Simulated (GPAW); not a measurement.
# PbSe (Clausthalite) (Fm-3m) in GPAW: convergence with smearing width (eV)

Aim: find how far smearing width (eV) must go before the results for PbSe (Clausthalite) settle, at RPBE. This setting moves, with any that are tied to it; all else stays.

All numbers are computed with GPAW 26.7.0; they aren't measurements. Logs are shortened: lines on timing, memory, paths and dates and some standing lists are left out, and cuts for length are marked. The log counts tension as positive stress, the text compression.

## Step 1: Starting point

The structure is cubic, space group Fm-3m (No. 225). Conventional cell: a = 6.121 Å, b = 6.121 Å, c = 6.121 Å, α = 90.00°, β = 90.00°, γ = 90.00°. Pb (site symmetry m-3m) has 6 Se at 3.06 Å as nearest neighbours. Se (site symmetry m-3m) has 6 Pb at 3.06 Å as nearest neighbours.

## Step 2: With smearing width (eV) 0.5

run.py

```python
from ase.dft.bandgap import bandgap
from ase.io import read, write
from ase.units import GPa
from gpaw import GPAW, PW

atoms = read('PbSe.xyz')

calc = GPAW(mode=PW(600),
            xc='RPBE',
            kpts={'size': (8, 8, 8), 'gamma': True},
            occupations={'name': 'methfessel-paxton', 'width': 0.5, 'order': 1},
            nbands=19,
            convergence={'density': 1e-05, 'energy': 1e-05},
            maxiter=100,
            txt='gpaw.txt')
atoms.calc = calc
energy = atoms.get_potential_energy()
forces = atoms.get_forces()
stress = atoms.get_stress()
calc.write('gs.gpw')
write('result.traj', atoms)
print(f'Energy: {energy:.6f} eV')
print('Forces (eV/A):')
print(forces.round(4))
print('Stress (GPa):', (stress / GPa).round(3))
print('Fermi level:', round(calc.get_fermi_level(), 4), 'eV')
print(f'Gap: {bandgap(calc)[0]:.4f} eV, direct: {bandgap(calc, direct=True)[0]:.4f} eV')
```

PbSe.xyz

```xyz
2
Lattice="0.0000000000 3.0606500000 3.0606500000 3.0606500000 0.0000000000 3.0606500000 3.0606500000 3.0606500000 0.0000000000" Properties=species:S:1:pos:R:3 pbc="T T T"
Pb     0.0000000000      0.0000000000      0.0000000000
Se     3.0606500000      3.0606500000      3.0606500000
```

Potentials or basis: the program's PAW data sets (release 1.2.1) made for this functional, pw.

Started as:

```bash
$ OMP_NUM_THREADS=1 python run.py
```

Run time: 18 s. Hardware: 1 thread of Arm Neoverse V1, shared host; peak memory 0.17 GiB.

Results:

- Free energy: -7.6773 eV
- Pressure: 3.9 GPa
- Band gap on the k mesh: none (metal or under the smearing width)

## Step 3: With smearing width (eV) 0.3

run.py: that of step 2 with these lines changed.

```diff
@@ -10,3 +10,3 @@
             kpts={'size': (8, 8, 8), 'gamma': True},
-            occupations={'name': 'methfessel-paxton', 'width': 0.5, 'order': 1},
+            occupations={'name': 'methfessel-paxton', 'width': 0.3, 'order': 1},
             nbands=19,
```

PbSe.xyz is that of step 2.

Potentials or basis: the program's PAW data sets (release 1.2.1) made for this functional, pw.

Started as:

```bash
$ OMP_NUM_THREADS=1 python run.py
```

Wall time 18 s (1 thread of Arm Neoverse V1, shared host); peak memory 0.17 GiB.

What came out:

| Item | Value |
| --- | --- |
| Free energy | -7.6811 eV |
| Pressure | 4.0 GPa |
| Band gap on the k mesh | 0.32 eV, direct |

## Step 4: With smearing width (eV) 0.2

run.py: that of step 3 with these lines changed.

```diff
@@ -10,3 +10,3 @@
             kpts={'size': (8, 8, 8), 'gamma': True},
-            occupations={'name': 'methfessel-paxton', 'width': 0.3, 'order': 1},
+            occupations={'name': 'methfessel-paxton', 'width': 0.2, 'order': 1},
             nbands=19,
```

PbSe.xyz is that of step 3.

Started as:

```bash
$ OMP_NUM_THREADS=1 python run.py
```

Wall time 18 s (1 thread of Arm Neoverse V1, shared host); peak memory 0.17 GiB.

It converged, with:

| Item | Value |
| --- | --- |
| Free energy | -7.6811 eV |
| Pressure | 4.0 GPa |
| Band gap on the k mesh | 0.32 eV, direct |

## Step 5: With smearing width (eV) 0.15

run.py: that of step 4 with these lines changed.

```diff
@@ -10,3 +10,3 @@
             kpts={'size': (8, 8, 8), 'gamma': True},
-            occupations={'name': 'methfessel-paxton', 'width': 0.2, 'order': 1},
+            occupations={'name': 'methfessel-paxton', 'width': 0.15, 'order': 1},
             nbands=19,
```

PbSe.xyz is that of step 4.

Started as:

```bash
$ OMP_NUM_THREADS=1 python run.py
```

Wall time 18 s (1 thread of Arm Neoverse V1, shared host); peak memory 0.17 GiB.

Results (log left out):

```
Free energy            : -7.6812 eV
Pressure               : 4.0 GPa
Band gap on the k mesh : 0.32 eV, direct
```

## Step 6: With smearing width (eV) 0.1

run.py: that of step 5 with these lines changed.

```diff
@@ -10,3 +10,3 @@
             kpts={'size': (8, 8, 8), 'gamma': True},
-            occupations={'name': 'methfessel-paxton', 'width': 0.15, 'order': 1},
+            occupations={'name': 'methfessel-paxton', 'width': 0.1, 'order': 1},
             nbands=19,
```

PbSe.xyz is that of step 5.

Potentials or basis: the program's PAW data sets (release 1.2.1) made for this functional, pw.

Started as:

```bash
$ OMP_NUM_THREADS=1 python run.py
```

It took 18 s on 1 thread of Arm Neoverse V1, shared host; peak memory 0.17 GiB.

Results (log left out):

| Quantity | Value |
| --- | --- |
| Free energy | -7.6813 eV |
| Pressure | 4.0 GPa |
| Band gap on the k mesh | 0.32 eV, direct |

## Step 7: With smearing width (eV) 0.05

run.py: that of step 6 with these lines changed.

```diff
@@ -10,3 +10,3 @@
             kpts={'size': (8, 8, 8), 'gamma': True},
-            occupations={'name': 'methfessel-paxton', 'width': 0.1, 'order': 1},
+            occupations={'name': 'methfessel-paxton', 'width': 0.05, 'order': 1},
             nbands=19,
```

PbSe.xyz is that of step 6.

Started as:

```bash
$ OMP_NUM_THREADS=1 python run.py
```

It took 18 s on 1 thread of Arm Neoverse V1, shared host; peak memory 0.17 GiB.

Results (log left out):

```
Free energy            : -7.6813 eV
Pressure               : 4.0 GPa
Band gap on the k mesh : 0.32 eV, direct
```

## Step 8: With smearing width (eV) 0.025

run.py: that of step 7 with these lines changed.

```diff
@@ -10,3 +10,3 @@
             kpts={'size': (8, 8, 8), 'gamma': True},
-            occupations={'name': 'methfessel-paxton', 'width': 0.05, 'order': 1},
+            occupations={'name': 'methfessel-paxton', 'width': 0.025, 'order': 1},
             nbands=19,
```

PbSe.xyz is that of step 7.

Started as:

```bash
$ OMP_NUM_THREADS=1 python run.py
```

It took 18 s on 1 thread of Arm Neoverse V1, shared host; peak memory 0.17 GiB.

Results (log left out):

```
Free energy            : -7.6813 eV
Pressure               : 4.0 GPa
Band gap on the k mesh : 0.32 eV, direct
```

## Step 9: With smearing width (eV) 0.01

run.py: that of step 8 with these lines changed.

```diff
@@ -10,3 +10,3 @@
             kpts={'size': (8, 8, 8), 'gamma': True},
-            occupations={'name': 'methfessel-paxton', 'width': 0.025, 'order': 1},
+            occupations={'name': 'methfessel-paxton', 'width': 0.01, 'order': 1},
             nbands=19,
```

PbSe.xyz is that of step 8.

Potentials or basis: the program's PAW data sets (release 1.2.1) made for this functional, pw.

Started as:

```bash
$ OMP_NUM_THREADS=1 python run.py
```

gpaw.txt:

```text
__  _  _
 | _ |_)|_||  |
 |__||  | ||/\| - 26.7.0

Input parameters:
  mode=PW(ecut=600.0),
  convergence={'density': 1e-05, 'energy': 1e-05},
  kpts=MonkhorstPack(size=(8, 8, 8), gamma=True),
  maxiter=100,
  nbands=19,
  occupations=Occupations(name='methfessel-paxton', width=0.01, order=1),
  xc=XC(name='RPBE')

Diagonalizing LCAO Hamiltonian
Converting LCAO to pw mode

                Se

       Pb

Atoms  # Å, Bohr magnetons
|   | symbol |        x |        y |        z |    initial magnetic moments |
|---|--------|----------|----------|----------|-----------------------------|
| 0 |     Pb | 0.000000 | 0.000000 | 0.000000 | ( 0.0000,  0.0000,  0.0000) |
| 1 |     Se | 3.060650 | 3.060650 | 3.060650 | ( 0.0000,  0.0000,  0.0000) |

Unit cell  # Å
| periodic |        x |        y |        z |  lengths |    angles |
|----------|----------|----------|----------|----------|-----------|
|      yes | 0.000000 | 3.060650 | 3.060650 | 4.328413 | 60.000000 |
|      yes | 3.060650 | 0.000000 | 3.060650 | 4.328413 | 60.000000 |
|      yes | 3.060650 | 3.060650 | 0.000000 | 4.328413 | 60.000000 |

Number of symmetries: 48
Symmetry operations  # r_c * U_cc + t_c -> r_c
|    | kind |            matrix            |
|----|------|------------------------------|
|  0 |  σ   |  1, 0, 0,  1, 0,-1,  1,-1, 0 |
|  1 |  C2  |  1, 0, 0,  1,-1, 0,  1, 0,-1 |
|  2 |  E   |  1, 0, 0,  0, 1, 0,  0, 0, 1 |
|  3 |  σ   |  1, 0, 0,  0, 0, 1,  0, 1, 0 |
|  4 |  C4  |  1, 0,-1,  1, 0, 0,  1,-1, 0 |
|  5 |  S6  |  1, 0,-1,  1,-1, 0,  1, 0, 0 |
|  6 |  σ   |  1, 0,-1,  0, 1,-1,  0, 0,-1 |
|  7 |  C3  |  1, 0,-1,  0, 0,-1,  0, 1,-1 |
|  8 |  S6  |  1,-1, 0,  1, 0, 0,  1, 0,-1 |
|  9 |  C4  |  1,-1, 0,  1, 0,-1,  1, 0, 0 |
| 10 |  C3  |  1,-1, 0,  0,-1, 1,  0,-1, 0 |
| 11 |  σ   |  1,-1, 0,  0,-1, 0,  0,-1, 1 |
| 12 |  σ   |  0, 1, 0,  1, 0, 0,  0, 0, 1 |
| 13 |  C4  |  0, 1, 0,  0, 1,-1, -1, 1, 0 |
| 14 |  C3  |  0, 1, 0,  0, 0, 1,  1, 0, 0 |
| 15 |  S6  |  0, 1, 0, -1, 1, 0,  0, 1,-1 |
| 16 |  C2  |  0, 1,-1,  1, 0,-1,  0, 0,-1 |
| 17 |  σ   |  0, 1,-1,  0, 1, 0, -1, 1, 0 |
| 18 |  S4  |  0, 1,-1,  0, 0,-1,  1, 0,-1 |
| 19 |  C4  |  0, 1,-1, -1, 1, 0,  0, 1, 0 |
| 20 |  C3  |  0, 0, 1,  1, 0, 0,  0, 1, 0 |
[... 144 lines left out ...]
  Methfessel-Paxton:
    width: 0.0100  # eV
    order: 1

poisson solver:
  ecut: 4800.0  # eV

xc functional:
  name: RPBE with 2 nearest neighbor stencil

convergence criteria:
- Maximum integral of absolute [dens]ity change: 1e-05 electrons / valence electron
- Maximum [total energy] change in last 3 cyles: 1e-05 eV / valence electron
- Maximum integral of absolute [eigenst]ate change: 4e-08 eV^2 / valence electron
maximum number of iterations: 100

SCF iterations
|iter     | |      energy | eigst |  dens |
|---------|-|-------------|-------|-------|
|iter:   1| |   -7.933701 | -0.25 |       |
|iter:   2| |   -7.872226 | -2.07 | -1.22 |
|iter:   3| |   -7.675609 | -1.83 | -1.27 |
|iter:   4| |   -7.679677 | -3.65 | -1.88 |
|iter:   5| |   -7.681251 | -4.11 | -2.26 |
|iter:   6| |   -7.681320 | -5.39 | -3.15 |
|iter:   7| |   -7.681328c| -6.50 | -3.66 |
|iter:   8| |   -7.681329c| -7.42c| -4.41 |
|iter:   9| |   -7.681329c| -7.53c| -5.06c|

Converged in 9 steps
Energy contributions relative to reference atoms: (reference = -633399.917794)

Energy contributions:
  Kinetic:          22.491968
  Coulomb:         -22.317564
  Zero:             -0.077935
  External:          0.000000
  Xc:               -7.777797
  Entropy:           0.000000
  Spinorbit:         0.000000
  ----------------------------
  Free energy:      -7.681329
  Extrapolated:     -7.681329

dipole moment: (-25.845598, -25.845598, -25.845598)  # |e|*Ang

Fermi level: 6.434
Eigenvalues  # (at kpt = [0.000, 0.000, 0.000])
| band index |      eig [eV] | occ [0-2] |
|------------|---------------|-----------|
|          0 |       -10.667 |     2.000 |
|        ... |               |           |
|          2 |       -10.667 |     2.000 |
|          3 |       -10.664 |     2.000 |
|          4 |       -10.664 |     2.000 |
|          5 |        -7.328 |     2.000 |
|          6 |         0.044 |     2.000 |
|          7 |         4.329 |     2.000 |
[... 9 lines left out ...]
|         17 |        14.778 |     0.000 |
|         18 |        15.233 |     0.000 |

Gap: 0.324 eV
Transition (v -> c):
  (s=0, k=28, n=9, [0.50, 0.50, 0.50]) -> (s=0, k=28, n=10, [0.50, 0.50, 0.50])
No difference between direct/indirect transitions

Forces  # eV/Ang
|       x |        y |        z |
|---------|----------|----------|
| 0.00000 | -0.00000 | -0.00000 |  # Pb   0
| 0.00000 |  0.00000 |  0.00000 |  # Se   1

Stress tensor  # eV/Ang^3
|         x |         y |         z |
|-----------|-----------|-----------|
| -0.025064 |  0.000000 |  0.000000 |
|  0.000000 | -0.025064 |  0.000000 |
|  0.000000 |  0.000000 | -0.025064 |

# Writing to gs.gpw (mode='')
```

Run time: 18 s. Hardware: 1 thread of Arm Neoverse V1, shared host; peak memory 0.17 GiB.

What came out:

```yaml
Free_energy: -7.6813 eV
Pressure: 4.0 GPa
Band_gap_on_the_k_mesh: 0.32 eV, direct
```

## Step 10: Summary

| smearing width (eV) | energy less the tightest run, at zero smearing (meV/atom) | pressure (GPa) | gap on the mesh (eV) | SCF cycles | CPU time (s) | peak memory (GiB) |
| --- | --- | --- | --- | --- | --- | --- |
| 0.5 | -1.06 | 3.91 | 0.000 | 9 | 18 | 0.17 |
| 0.3 | 0.05 | 4.00 | 0.324 | 9 | 18 | 0.17 |
| 0.2 | 0.07 | 4.01 | 0.324 | 9 | 18 | 0.17 |
| 0.15 | 0.01 | 4.02 | 0.323 | 9 | 18 | 0.17 |
| 0.1 | 0.01 | 4.02 | 0.324 | 9 | 18 | 0.17 |
| 0.05 | 0.01 | 4.02 | 0.324 | 9 | 18 | 0.17 |
| 0.025 | 0.00 | 4.02 | 0.324 | 9 | 18 | 0.17 |
| 0.01 | 0.00 | 4.02 | 0.324 | 9 | 18 | 0.17 |

Against the tightest run, the energy stays within 1 meV/atom from 0.3 on; the pressure stays within 0.1 GPa from 0.3 on; the gap on the mesh stays within 0.01 eV from 0.3 on. The tightest run that finished is the yardstick and may itself not be fully converged.

Caveats: this smearing can pin the Fermi level at a band edge; spin-orbit coupling is left out, which as a rule narrows the gap of such compounds by several tenths of an eV.
